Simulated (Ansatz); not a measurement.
Something may be wrong with this Ansatz 0.2.0 calculation of AgBr.

The input input.yaml:

```yaml
crystal:
  lattice:
    - [0.0, 2.8313594341, 2.8313594341]
    - [2.8313594341, 0.0, 2.8313594341]
    - [2.8313594341, 2.8313594341, 0.0]
  atoms:
    - { symbol: Ag, position: [0.0, 0.0, 0.0], spin: 2.0 }
    - { symbol: Br, position: [0.5, 0.5, 0.5] }
hamiltonian:
  xc: pbesol
  pseudopotentials: { kind: paw, level: accurate }
  hubbard: { sites: [{ species: Ag, l: d, u_eff: 4.0 }], double_counting: fll }
kpoints:
  mp_grid: { grid: [8, 8, 8] }
scf:
  occupations: { method: tetrahedron }
  max_iter: 80
output:
  forces: true
  stress: true
```

Potentials or basis: Ansatz PAW accurate.

Run with:

```console
$ ansatz run input.yaml --threads 1 --pin off --max-ram 2560MiB --backend cpu --events-out ev --progress --plain --runs-dir out
```

Output:

```text
Error: inconsistent input (magnetization.spin_polarized): false but per-atom `spin:`, `per_species`, `initial_magnetization`, `magnetic_field`, or `spin_locking` is set
```

**Question.** Diagnose the run.

**Answer.** The input was rejected before any iteration. The input holds a flaw that was put in on purpose: a moment without spin polarisation (magnetization = left out; crystal.atoms[0].spin = 2).
